**Q:** I have a scan of an InPd crystal in which the angle between the x and z edges is changed. The stress changes sign with the strain, but the energy and the pressure do not seem to care which way I shear. The largest values of all sit at the negative end. Does the crystal resist more strongly in that direction?

CsCl-type InPd (starting cell a = 3.272 Å, not relaxed with LDA) under engineering xz shear at fixed fractional coordinates. Ansatz 0.2.0, plane-wave PAW, scalar-relativistic LDA without spin polarisation, 420 eV cutoff, 14×14×14 k mesh, Gaussian smearing of 0.15 eV. Energies are free energies relative to the unstrained cell; pressure is positive in compression.

| strain | energy change (meV/atom) | tensile stress along pattern (GPa) | pressure (GPa) |
| --- | --- | --- | --- |
| -0.15 | 47.8 | -6.46 | -3.15 |
| -0.075 | 11.8 | -3.07 | -5.88 |
| 0 | 0.0 | 0.00 | -6.88 |
| 0.0187 | 0.7 | 0.79 | -6.81 |
| 0.0375 | 3.0 | 1.57 | -6.62 |
| 0.0562 | 6.7 | 2.33 | -6.31 |
| 0.0937 | 18.3 | 3.80 | -5.36 |
| 0.1125 | 26.4 | 4.59 | -4.72 |
| 0.1312 | 36.1 | 5.48 | -3.99 |

**A:** No, the two directions are equivalent. A mirror that sends x to −x leaves the cubic crystal as it was and turns a positive shear into a negative one. The row at −0.15 has the highest energy because it has the largest shear in the scan. If you order the rows by the size of the strain, −0.075 falls between 0.0562 and 0.0937, and energy and pressure then rise without exception.

**Q:** Yet one column is called a tensile stress. Isn't the crystal being pulled at one end of the scan and squeezed at the other?

**A:** For this strain pattern the column holds the shear stress in the xz plane. Its sign tells which way the cell leans, so the mirror must reverse it. Energy and pressure have no such direction and must be equal for both signs. The change in a smooth quantity of that kind starts with the square of the strain, while the shear stress starts in proportion to it.

The table follows this rule closely. When the strain goes from 0.075 to 0.15 in size, the shear stress grows by a factor of 2.10 and the energy by 4.05. The change in pressure grows by 3.73, somewhat less than the factor of four that a pure square would give.

**Q:** That is symmetry. What do the atoms do?

**A:** Each indium atom has eight palladium neighbours at the corners of a cube, all at 2.83 Å. The shear squeezes the cube along one diagonal of the xz plane and stretches it along the other. Four contacts become shorter and four become longer. At the largest strain they measure 2.69 and 2.98 Å, so their average has hardly moved. The shear also turns the cubic cell into an orthorhombic one.

Think of each contact as a spring that already pulls, because the starting cell is under tension. The shortened springs pull less and the lengthened ones pull more. The two groups lie along different diagonals, so the differences add up to a shear stress that opposes the deformation. In the pressure, which averages over all directions, the same differences cancel to first order. A metal is more than a set of springs, but this picture gives the right signs and is easy to carry to other strains.

**Q:** If they cancel, why does the pressure rise from −6.88 to −3.15 GPa?

**A:** The cancellation holds only for small changes of length. When two atoms approach, the repulsion between their electron shells grows steeply. When they move apart, the pull between them grows more slowly. Four shortened contacts therefore lose more pull than four lengthened ones gain, and part of the initial tension disappears. Negative pressure means tension here, so the pressure moves up towards zero.

The directions of the stress fit this picture, though they do not prove it. The tension along y falls by 4.4 GPa at the largest strain, but along x and z by only 3.4 GPa. The shortened contacts, which have lost pull, have turned towards y. The lengthened ones have turned towards the xz plane and help to keep up the tension there.

**Q:** Couldn't the cell simply have lost volume?

**A:** It does lose some, about 0.56 % at the largest strain. To produce the whole change in pressure, that loss would require a bulk modulus above 600 GPa, several times that of ordinary metals. Most of the change must therefore come from the shear itself. The small loss of volume does matter for the energy, however.

**Q:** In what way? I tried to get the shear stiffness from both columns. Stress divided by strain gives about 42 GPa at small strain, but the curvature of the energy gives between 38 and 39 GPa. Which one is wrong?

**A:** Neither. Call the shear strain $\gamma$ and the starting volume $V_0$. The tip of each of the two edges moves sideways by $\gamma/2$ times the edge length, which also lengthens the edges very slightly, and the volume becomes

$$V = V_0\left(1-\frac{\gamma^2}{4}\right).$$

A stretched crystal gives up energy when it is allowed to shrink, much as a stretched rubber band does. This release is subtracted from the work done by the shear stress $\tau$. The length along y does not change, so only the tension $\sigma$ along x and z takes part:

$$\frac{\Delta E}{V_0}=\int_0^{\gamma}\left(\tau-\frac{\gamma'}{2}\,\sigma\right)\mathrm{d}\gamma'.$$

At small strain the curvature of the energy should thus lie below stress over strain by half the initial tension, or 3.4 GPa. At a strain of 0.0375 the two differ by 3.2 GPa. The rounding of the stress and the slight fall of the tension up to that strain account for most of the small gap.

**Q:** Does the sum also come out at large strain?

**A:** Yes. Add up the equally spaced points from zero to 0.15, using the mirror to place the two negative rows among the others. The shear stress alone would put 50.9 meV per atom into the crystal. The shrinkage under tension returns 3.1 meV, which leaves 47.8 meV, the energy change in the table.

This estimate has no adjustable constant, but it uses the stresses of every strained row, including the last. Stress and energy come from the same calculation and ought to agree in this way. The agreement explains why your two stiffnesses differ. It is no test of the spring picture, which rests on the argument about the contacts.

**Q:** Then look at the stiffness itself. Stress over strain starts near 42 GPa, sinks to 40.5 GPa at 0.0937 and climbs to 43.1 GPa at the end. Is that noise?

**A:** The dip is larger than the rounding of the stresses can produce. It is clearer in the slope between neighbouring points. The slope is about 42 GPa in the first step, 39 GPa between 0.075 and 0.0937, and 52 GPa in the last step. The crystal first softens a little and then stiffens strongly.

The springs lead one to expect some stiffening at large strain, though the end of the softening may add to the rise. A contact becomes stiffer as it shortens and softer as it lengthens, but the gain on the short side is steeper. Once the two groups differ enough in length, the short contacts dominate the resistance. In this picture, the same steep repulsion that relieves the tension also raises the shear stress near the end of the scan.

**Q:** And the softening before it?

**A:** There I can offer only a guess. In a metal, a shear moves electron levels up and down, and some may cross the Fermi energy, the border between filled and empty levels. Electrons can then move into lower levels, which makes the deformation cheaper. The part of the energy that comes from smearing this border first falls and then rises again, with its turning point near the strains where the crystal is softest. That hints at a changing number of levels near the border.

The smearing term itself is not the cause. The stiffness from the energies extrapolated to zero smearing falls from 39.5 GPa at 0.0375 to 38.0 GPa at 0.1125. With the smearing term included, it falls only from 38.6 to 38.1 GPa, so the smearing makes the dip shallower. A scan with a denser k mesh, together with the density of levels at each strain, would show whether the dip survives at all and whether the guess holds.

**Q:** May I put 42 GPa into my design sheet as the shear modulus of InPd?

**A:** Not as the modulus of the unloaded crystal. The cell was not relaxed with LDA, and in this calculation it is pulled from all sides by nearly 7 GPa. The value belongs to that stretched volume, and the PAW datasets made for another functional add some uncertainty to it. Besides, a cubic crystal has two shear stiffnesses, and this scan gives only one of them. The shear modulus of a piece of metal made of many grains depends on both. For the usual elastic constant, the cell should first be relaxed to zero pressure. The two routes to the stiffness then agree at small strain, because there is no tension left to return energy.

Nor can you read a limiting strength from the scan. The shear stress is still rising at the largest strain, and it rises faster there than at the start.

**Q:** What should I keep in mind for another crystal or another strain?

**A:** Ask first whether some symmetry of the crystal reverses the strain. If it does, the two signs are equivalent, and the change in pressure starts with the square of the strain. Stretching along one edge is different, because no mirror turns a longer edge into a shorter one. Then ask which contacts shorten, since their steep repulsion can relieve a tension and stiffen the crystal at large strain. The printed output after this exchange lists the contact lengths and both stiffnesses for each row.

Printed output of the fit:

```
Stiffness in GPa (zero strain has none and prints 0):
     row  stress/strain  from free energy  from zero-smearing energy  smearing term meV/cell
   -0.15          43.07             38.85                      38.62                   0.558
  -0.075          40.93             38.37                      38.75                   -0.23
     0.0              0                 0                          0                       0
  0.0187          42.13             38.25                      39.06                  -0.031
  0.0375          41.87             38.64                      39.51                 -0.1338
  0.0562          41.42             38.51                      39.16                  -0.226
  0.0937          40.53             38.13                      38.21                  -0.077
  0.1125           40.8             38.12                      37.97                   0.205
  0.1312          41.75             38.32                      38.08                   0.452
In-Pd contacts in Å and loss of tension in GPa:
     row  four short  four long  mean loss  loss along x and z  loss along y
   -0.15       2.694      2.977       3.73               3.396         4.399
  -0.075       2.763      2.905          1              0.9182         1.154
     0.0       2.834      2.834          0                   0             0
  0.0187       2.816      2.851       0.07              0.0596        0.0775
  0.0375       2.798      2.869       0.26              0.2391        0.3071
  0.0562       2.781      2.887       0.57              0.5274        0.6681
  0.0937       2.746      2.923       1.52               1.402         1.765
  0.1125       2.728      2.941       2.16               1.979         2.513
  0.1312       2.711      2.959       2.89               2.642         3.392
Energy at strain size 0.15 over that at 0.075: 4.051
Shear stress at 0.15 over that at 0.075: 2.104
Pressure change at 0.15 over that at 0.075: 3.73
Volume loss at 0.15 in percent: 0.5625
Bulk modulus needed if volume alone changed the pressure, GPa: 663.1
Half the starting tension, GPa: 3.44
Stress/strain less free-energy curvature at 0.0375, GPa: 3.225
Work of the shear stress alone up to 0.15, meV/atom: 50.94
Energy gained by shrinking under tension up to 0.15, meV/atom: 3.139
Work less gain, meV/atom: 47.8
Computed energy change at 0.15, meV/atom: 47.8
Slope of stress from 0 to 0.01875, GPa: 42.13
Slope of stress from 0.075 to 0.09375, GPa: 38.93
Slope of stress from 0.13125 to 0.15, GPa: 52.27
```
